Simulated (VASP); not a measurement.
Here is a VASP 6.6.1 calculation.

INCAR

```
SYSTEM = P
  PREC = Accurate
  ENCUT = 520
  EDIFF = 1E-7
  ISMEAR = 0
  SIGMA = 0.1
  LREAL = .False.
  LASPH = .True.
  NELM = 80
  ALGO = Normal
  ISIF = 3
  LWAVE = .False.
  LCHARG = .False.
  GGA = PS
  IVDW = 12
  IBRION = 2
  NSW = 80
  EDIFFG = -0.15
  PSTRESS = 0.001
```

Contents of KPOINTS:

```
Automatic mesh
0
Gamma
  15 15 15
  0 0 0
```

The input POSCAR:

```
P                                       
1.0
    1.6945129041      0.9783274840      2.7707117389
   -1.6945129041      0.9783274840      2.7707117389
    0.0000000000     -1.9566549575      2.7707117385
  P             
     2
Direct
     0.2439897469644552    0.2439897469644552    0.2439897469662351
     0.7560102530355448    0.7560102530355448    0.7560102530337648
```

Potentials or basis: VASP PAW PBE potentials, release 64 (P).

Run with:

```sh
$ cat potpaw_PBE.64/P/POTCAR > POTCAR
$ mpirun -np 1 vasp_std > vasp.out
```

**Question.** What does it give for the band gap on the k mesh?

**Answer.** None (metal or under the smearing width).

**Question.** Predict the dispersion energy per atom.

**Answer.** -0.411 eV.

Forces in eV/Å, atoms in the order of the input:
```
P    0.000  0.000 -0.114
P    0.000  0.000  0.114
```

Caveat: the relaxation stopped at its first step, so nothing moved; the cell is relaxed towards a set pressure, so the enthalpy falls and the energy may rise; the PAW data sets were made with another functional, which shifts forces and pressure a little; the relaxation stopped at a loose force limit of 0.15 eV/Å, so its end isn't a converged minimum.
